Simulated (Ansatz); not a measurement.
This Ansatz input for BN was spoiled on purpose:

```yaml
crystal:
  lattice:
    - [0.0, 1.8048042025, 1.8048042025]
    - [1.8048042025, 0.0, 1.8048042025]
    - [1.8048042025, 1.8048042025, 0.0]
  atoms:
    - { symbol: B, position: [0.0, 0.0, 0.0] }
    - { symbol: "N", position: [0.75, 0.75, 0.75] }
basis:
  ecutwfc: "120 eV"
  ecutrho_ratio: 4
kpoints:
  mp_grid: { grid: [12, 12, 12] }
hamiltonian:
  xc: r2scan
scf:
  occupations: { method: gaussian, width: 0.05 }
  max_iter: 80
output:
  forces: true
  stress: true
```

Launched as:
```sh
ansatz run input.yaml --threads 4 --pin off --max-ram 7168MiB --backend cpu --events-out ev --progress --plain --runs-dir out
```

Q: What is wrong with it?

A: A cutoff far too low. Against the sound input: basis.ecutwfc: 500 → "120 eV" (the cap on iterations is only a precaution).

What the program printed:

```
Warning: basis.ecutwfc = 120 eV is below the records' recommended 500 eV, and the density's cutoff is lower with it unless basis.ecutrho_ratio is high enough to keep the records' density cutoff: compare with a run at a higher cutoff
Warning: basis.ecutrho_ratio = 4 (ecutrho = 480 eV) is below the records' recommended 2000 eV
```

SCF trace (energy estimate counted from the last row):
```tsv
iteration	ΔE (eV)	density residual (eV)
1	-1.719	4.82e0
2	-0.017	4.16e-1
3	0.009	3.86e-2
4	-8.5e-05	4.68e-4
5	-2.0e-06	6.82e-6
6	0.000	7.65e-8
7	0.000	1.89e-11
```

```
SCF 1 converged in 7 iterations: F = -525.321229 eV  dr2 = 1.89e-11
SCF converged after 7 iterations
Free energy (F): -525.321229 eV
E sigma→0 (E₀):  -525.321229 eV
Fermi energy:    15.935635 eV
--- Forces (eV/Å), atoms counted from 1 ---
  atom   1  B      0.00000000     0.00000000     0.00000000
  atom   2  N      0.00000000     0.00000000     0.00000000
--- Stress (GPa, compression-positive) ---
       16.171136       0.000000       0.000000
        0.000000      16.171136       0.000000
        0.000000       0.000000      16.171136
  P = ⅓ Tr σ = 16.1711 GPa (161.711 kbar)
```

The run converged all the same; its pressure of 16 GPa shows the fault against the sound run's. Its energy lies 9343 meV/atom from the sound one. It ran for 0.42 s on 4 threads of Arm Neoverse V1 (shared host), peak memory 0.24 GiB. The run before the change (r²SCAN, 500 eV, 12×12×12 mesh) gave:

```tsv
run	P (GPa)	gap on the mesh (eV)	cell moment (μB)	largest force component (eV/Å)
sound	0.0	5.00	–	0.000
spoiled	16.2	1.14	–	0.000
```

The chain of runs began from a cell as deposited in COD, expanded in volume.

Of that run: Kohn–Sham gaps of semilocal functionals lie under measured ones, often by a third or more.
